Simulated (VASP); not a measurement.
A run of VASP 6.6.1 is set up as follows.

The input POSCAR:

```
Mo
1.0
    5.0508023447      0.0000000000      0.0000000000
    0.0000000000      5.0508023447      0.0000000000
    0.0000000000      0.0000000000      5.0508023447
Mo
8
Direct
    0.5000000000      0.5000000000      0.5000000000
    0.0000000000      0.0000000000      0.0000000000
    0.2500000000      0.0000000000      0.5000000000
    0.5000000000      0.2500000000      0.0000000000
    0.5000000000      0.7500000000      0.0000000000
    0.7500000000      0.0000000000      0.5000000000
    0.0000000000      0.5000000000      0.7500000000
    0.0000000000      0.5000000000      0.2500000000
```

The input INCAR.step1:

```
SYSTEM = Mo
  ALGO = Normal
  EDIFF = 1E-4
  ENCUT = 520
  GGA = PE
  ISMEAR = 0
  LASPH = .True.
  LCHARG = .False.
  LREAL = .False.
  LWAVE = .True.
  NBANDS = 66
  NELM = 100
  PREC = Accurate
  SIGMA = 0.1
```

File INCAR.step2:

```
SYSTEM = Mo
  ALGO = Normal
  EDIFF = 1E-7
  ENCUT = 520
  ISIF = 2
  ISMEAR = 0
  ISTART = 1
  LASPH = .True.
  LCHARG = .False.
  LMIXTAU = .True.
  LREAL = .False.
  LWAVE = .False.
  METAGGA = R2SCAN
  NBANDS = 66
  NELM = 100
  PREC = Accurate
  SIGMA = 0.1
```

KPOINTS

```
k-points
0
Gamma
  4 4 4
  0 0 0
```

Potentials or basis: VASP PAW PBE potentials, release 64 (Mo_sv).

The run is started by

```console
$ cat potpaw_PBE.64/Mo_sv/POTCAR > POTCAR
$ cp INCAR.step1 INCAR
$ mpirun -np 1 vasp_std > vasp.out
$ cp INCAR.step2 INCAR
$ mpirun -np 1 vasp_std > vasp.out
```

Estimate the band gap on the k mesh.

none (metal or under the smearing width).

Predict the pressure.

-2.7 GPa.

Caveat: the PAW data sets were made with another functional, which shifts forces and pressure a little.
